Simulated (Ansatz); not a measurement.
## Moving the functional in ZrC

Space group Fm-3m (No. 225). a = 4.730 Å, b = 4.730 Å, c = 4.730 Å, α = 90.00°, β = 90.00°, γ = 90.00°
```csv
atom,site,symmetry,x,y,z
Zr,4b,m-3m,0.5000,0.0000,0.0000
C,4a,m-3m,0.0000,0.0000,0.0000
```

Kept alike: task band structure; k mesh 10 × 10 × 10; occupations fermi-dirac, width 0.05 eV; no spin polarisation. Program: Ansatz, all-electron LAPW, scalar-relativistic. The mesh is that of the run's cell of 2 atoms. No spin-orbit coupling.

| run | pressure (GPa) |
| --- | --- |
| A | -2.86 |
| B | -8.44 |
| C | -12.41 |

Pressure is positive in compression. For a metal such a mesh leaves the last digits unconverged.

The runs differ in the functional alone: LDA; PBE; PBEsol. Which run is which?

Run A is PBE; run B is PBEsol; run C is LDA. The pressure runs from -12.41 (LDA) to -2.86 GPa (PBE). From PBE: LDA -9.55; PBEsol -5.58. A positive pressure means that the functional's own cell is larger than the one given, a negative one that it is smaller.

All three functionals would contract this cell, LDA most and PBE least. The order follows from how each treats exchange in an inhomogeneous density. LDA overbinds and favours short bonds, while the gradient correction in PBE lowers the energy of the more inhomogeneous density of a stretched lattice and so weakens the pull inward. PBEsol has a softer gradient dependence in its exchange, suited to slowly varying densities in solids, and accordingly falls between the two, somewhat nearer LDA.

The spread of several GPa need not mean widely different lattice constants. ZrC is very stiff because of its strong covalent Zr 4d–C 2p bonding, so a small change in equilibrium length produces a large stress. That even PBE gives tension suggests that the cell is slightly wider than that of near-stoichiometric ZrC. The small PBE pressure therefore shows closeness to PBE's own equilibrium volume, not that PBE describes the carbide best; ranking the functionals would require comparing their relaxed lattice constants with experiment.
